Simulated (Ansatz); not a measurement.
The reference is ZnTe in the zinc blende structure (space group F-43m, No. 216; a = 6.113 Å). Axes: x, y, z lie along the cube axes.

Perturbation: uniaxial stress, 3 GPa compression along x; all other stress components relax to zero.

Computed with r2SCAN (Ansatz, a program for electronic structure, PAW, without spin-orbit coupling).

Question: Give the band edges at the high-symmetry points of the new zone, measured from its valence-band maximum.

Answer: 
| point | valence edge (eV) | conduction edge (eV) |
|---|---|---|
| Γ | 0.00 | 1.61 |
| X | -2.15 | 2.67 |
| P | -3.02 | 5.47 |
| N | -0.84 | 1.84 |
| M | -2.93 | 1.67 |
| S | -2.72 | 2.05 |
| S₀ | -2.72 | 2.05 |
| R | -2.99 | 3.29 |
| G | -2.99 | 3.29 |

The gap is 1.61 eV, direct at Γ.

With Te present, leaving out spin-orbit coupling can change the band edges. Load acts through the strain it causes; cell and atoms are relaxed under it. Stability under load was not tested beyond the relaxation. Labels are those of the standard path for the cell's own space group.
